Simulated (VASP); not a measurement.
# CsBr (Pm-3m) in VASP: a series of runs

Runs on CsBr. Level: PBE. Tasks: single point.

Everything below comes from runs of VASP 6.6.1. Logs are shortened: lines on timing, memory, paths and dates and some standing lists are left out, and cuts for length are marked.

### Step 1. The structure

It takes space group Pm-3m (No. 221, cubic). The conventional cell has a = 4.286 Å, b = 4.286 Å, c = 4.286 Å, α = 90.00°, β = 90.00°, γ = 90.00°. Cs (site symmetry m-3m) is surrounded by 8 Br at 3.71 Å. Br (site symmetry m-3m) is surrounded by 8 Cs at 3.71 Å.

### Step 2. Single point, PBE

INCAR reads:

```
SYSTEM = CsBr
  PREC = Accurate
  ENCUT = 520
  EDIFF = 1E-6
  ISMEAR = 0
  SIGMA = 0.05
  LREAL = .False.
  LASPH = .True.
  NELM = 60
  ALGO = Normal
  ISIF = 2
  LWAVE = .False.
  LCHARG = .False.
  GGA = PE
  NBANDS = 15
```

KPOINTS reads:

```
regular mesh
0
Gamma
  6 6 6
  0 0 0
```

POSCAR reads:

```
CsBr
1.0
    4.2860000000      0.0000000000      0.0000000000
    0.0000000000      4.2860000000      0.0000000000
    0.0000000000      0.0000000000      4.2860000000
Cs Br
1 1
Direct
    0.0000000000      0.0000000000      0.0000000000
    0.5000000000      0.5000000000      0.5000000000
```

Potentials or basis: VASP PAW PBE potentials, release 64 (Cs_sv, Br).

Command:

```
> cat potpaw_PBE.64/Cs_sv/POTCAR potpaw_PBE.64/Br/POTCAR > POTCAR
> mpirun -np 1 vasp_std > vasp.out
```

OUTCAR:

```text
SYSTEM = CsBr
   PREC = Accurate
   ENCUT = 520
   EDIFF = 1E-6
   ISMEAR = 0
   LREAL = .False.
   LASPH = .True.
   NELM = 60
   ISIF = 2
   GGA = PE

 ion  position               nearest neighbor table
   1  0.000  0.000  0.000-
   2  0.500  0.500  0.500-

  LATTYP: Found a simple cubic cell.
 ALAT       =     4.2860000000

  Lattice vectors:

 A1 = (   4.2860000000,   0.0000000000,   0.0000000000)
 A2 = (   0.0000000000,   4.2860000000,   0.0000000000)
 A3 = (   0.0000000000,   0.0000000000,   4.2860000000)

Analysis of symmetry for initial positions (statically):
=====================================================================
 Subroutine PRICEL returns:
 Original cell was already a primitive cell.

 Routine SETGRP: Setting up the symmetry group for a
 simple cubic supercell.

 Subroutine GETGRP returns: Found 48 space group operations
 (whereof 48 operations were pure point group operations)
 out of a pool of 48 trial point group operations.

The static configuration has the point symmetry O_h .

Analysis of symmetry for dynamics (positions and initial velocities):
=====================================================================
 Subroutine PRICEL returns:
 Original cell was already a primitive cell.

 Routine SETGRP: Setting up the symmetry group for a
 simple cubic supercell.

 Subroutine GETGRP returns: Found 48 space group operations
 (whereof 48 operations were pure point group operations)
 out of a pool of 48 trial point group operations.

The dynamic configuration has the point symmetry O_h .

 Subroutine INISYM returns: Found 48 space group operations
 (whereof 48 operations are pure point group operations),
 and found     1 'primitive' translations

----------------------------------------------------------------------------------------

                                     Primitive cell

  volume of cell :      78.7329

  direct lattice vectors                    reciprocal lattice vectors
     4.286000000  0.000000000  0.000000000     0.233317779  0.000000000  0.000000000
     0.000000000  4.286000000  0.000000000     0.000000000  0.233317779  0.000000000
     0.000000000  0.000000000  4.286000000     0.000000000  0.000000000  0.233317779

  length of vectors
     4.286000000  4.286000000  4.286000000     0.233317779  0.233317779  0.233317779

  position of ions in fractional coordinates (direct lattice)
     0.000000000  0.000000000  0.000000000
[... 83 lines left out ...]
   PSTRESS=    0.0 pullay stress
   NELECT =      16.0000    total number of electrons
   NUPDOWN=      -1.0000    fix difference up-down
   EMIN   =  10.00;   EMAX   =-10.00  energy-range for DOS
   EFERMI =   0.00;   METHOD = LEGACY
   ISMEAR =     0;   SIGMA  =   0.05  broadening in eV -4-tet -1-fermi 0-gaus
   EFERMI_NEDOS =   21; number of points for ismear=-14 and -15
   IALGO  =     38    algorithm
   IMIX   =      4    mixing-type and parameters
     AMIX     =   0.40;   BMIX     =  1.00
     AMIX_MAG =   1.60;   BMIX_MAG =  1.00
  volume/ion in A,a.u.               =      39.37       265.66
  Fermi-wavevector in a.u.,A,eV,Ry     =   0.962489  1.818841 12.604247  0.926386
  Thomas-Fermi vector in A             =   2.091953
   LORBIT       =      0    0 simple, 1 ext, 2 COOP (PROOUT), +10 PAW based schemes
   GGA     = PE    functional components
   LHFCALC =     F    Hartree Fock is set to
   AEXX    =    0.0000 exact exchange contribution
   IVDW    =     0    specifies the selected vdW correction
   LEPSILON=     F    determine dielectric tensor
   LRPA    =     F    only Hartree local field effects (RPA)
 non-spin polarized calculation
 Gauss-broadening in eV      SIGMA  =   0.05
  energy-cutoff  :      520.00
  volume of cell :       78.73
 maximum number of plane-waves:      2176
 NGX is ok and might be reduce to    32
   NGX = 15   NGY = 15   NGZ = 15

 number of electron      15.9999999 magnetization

 Free energy of the ion-electron system (eV)
  ---------------------------------------------------
  ext. energy  EPLUGINS =         0.00000000
  ---------------------------------------------------
  free energy    TOTEN  =        -6.00452620 eV

  energy without entropy =       -6.00452620  energy(sigma->0) =       -6.00452620

 E-fermi :  -0.0172     XC(G=0):  -8.0745

 val. band max:       -0.2983168395   @ k =   0.0000   0.0000   0.0000
 cond. band min:       4.2200995072   @ k =   0.0000   0.0000   0.0000
 fundamental gap:      4.5184163467
 Fermi energy:        -0.0172390956

 k-point     1 :       0.0000    0.0000    0.0000
  band No.  band energies     occupation
      1     -20.0750      2.00000
      2     -12.6656      2.00000
      3      -6.6679      2.00000
      4      -6.6679      2.00000
      5      -6.6679      2.00000
      6      -0.2983      2.00000
      7      -0.2983      2.00000
      8      -0.2983      2.00000
      9       4.2201      0.00000
     10       4.6159      0.00000
     11       4.6159      0.00000
     12       8.8258      0.00000
     13       8.8258      0.00000
     14       8.8258      0.00000
[... 329 lines left out ...]
      2     -12.4855      2.00000
      3      -7.0723      2.00000
      4      -7.0723      2.00000
      5      -7.0723      2.00000
      6      -1.4795      2.00000
      7      -1.4795      2.00000
      8      -1.4795      2.00000
      9       8.0293      0.00000
     10       8.0293      0.00000
     11       8.0293      0.00000
     12       8.8830      0.00000
     13       8.8830      0.00000
     14       8.8830      0.00000
     15      11.0515      0.00000

------------------------ aborting loop because EDIFF is reached ----------------------------------------

  FORCE on cell =-STRESS in cart. coord.  units (eV):
  Direction    XX          YY          ZZ          XY          YZ          ZX
  --------------------------------------------------------------------------------------
  -------------------------------------------------------------------------------------
  Total        0.5416599      0.5416599      0.5416599      0.0000000      0.0000000      0.0000000
  in kB       11.0225161     11.0225161     11.0225161      0.0000000      0.0000000      0.0000000
  external PRESSURE =      11.0225161 kB  Pullay stress =       0.0000000 kB

 VOLUME and BASIS-vectors are now :
 -----------------------------------------------------------------------------
  energy-cutoff  :      520.00
  volume of cell :       78.73
      direct lattice vectors                 reciprocal lattice vectors
     4.286000000  0.000000000  0.000000000     0.233317779  0.000000000  0.000000000
     0.000000000  4.286000000  0.000000000     0.000000000  0.233317779  0.000000000
     0.000000000  0.000000000  4.286000000     0.000000000  0.000000000  0.233317779

 POSITION                                       TOTAL-FORCE (eV/Angst)
 -----------------------------------------------------------------------------------
      0.00000      0.00000      0.00000         0.000000      0.000000      0.000000
      2.14300      2.14300      2.14300         0.000000      0.000000      0.000000
 -----------------------------------------------------------------------------------
    total drift:                                0.000000      0.000000     -0.000000

  FREE ENERGIE OF THE ION-ELECTRON SYSTEM (eV)
  ---------------------------------------------------
  free  energy   TOTEN  =        -6.0045262011 eV

  energy  without entropy=       -6.0045262011  energy(sigma->0) =       -6.00452620
```

It took 20 s on 1 thread of AMD EPYC 7R43 (Zen 3), shared host; peak memory 0.14 GiB.

What came out:

| Property | Result |
| --- | --- |
| Free energy | -6.0045 eV |
| Pressure | 1.1 GPa |
| Band gap on the k mesh | 4.52 eV, direct |

Caveat: spin-orbit coupling is left out, which moves the levels of the heavy elements.

### Step 3. Single point, PBE

INCAR reads:

```
SYSTEM = CsBr
ALGO = Fast
EDIFF = 1E-7
ENCUT = 520
GGA = PE
ISIF = 2
ISMEAR = 0
LASPH = .TRUE.
LCHARG = .FALSE.
LREAL = .FALSE.
LWAVE = .FALSE.
NBANDS = 15
NELM = 100
PREC = Accurate
SIGMA = 0.05
```

KPOINTS reads:

```
k-points
0
G
  6 6 6
  0 0 0
```

POSCAR is that of step 2.

Potentials or basis: VASP PAW PBE potentials, release 64 (Cs_sv, Br).

Command:

```
> cat potpaw_PBE.64/Cs_sv/POTCAR potpaw_PBE.64/Br/POTCAR > POTCAR
> mpirun -np 1 vasp_std > vasp.out
```

Wall time 23 s (1 thread of AMD EPYC 7R43 (Zen 3), shared host); peak memory 0.15 GiB.

Results (log left out):

| Quantity | Value |
| --- | --- |
| Free energy | -6.0045 eV |
| Pressure | 1.1 GPa |
| Band gap on the k mesh | 4.52 eV, direct |

Levels at points of the mesh, in eV from the valence-band top:
| k point | band 5 | band 6 | band 7 | band 8 | band 9 | band 10 | band 11 | band 12 |
| --- | --- | --- | --- | --- | --- | --- | --- | --- |
| (0.00, 0.00, 0.00) | -6.37 | 0.00 | 0.00 | 0.00 | 4.52 | 4.91 | 4.91 | 9.12 |
| (0.50, 0.00, 0.00) | -6.26 | -1.33 | -0.21 | -0.21 | 5.93 | 7.31 | 7.77 | 8.33 |
| (0.50, 0.50, 0.00) | -6.20 | -0.57 | -0.57 | 0.00 | 5.27 | 5.50 | 7.23 | 7.23 |
| (0.50, 0.50, 0.50) | -6.77 | -1.18 | -1.18 | -1.18 | 8.33 | 8.33 | 8.33 | 9.18 |

Caveat: spin-orbit coupling is left out, which moves the levels of the heavy elements.
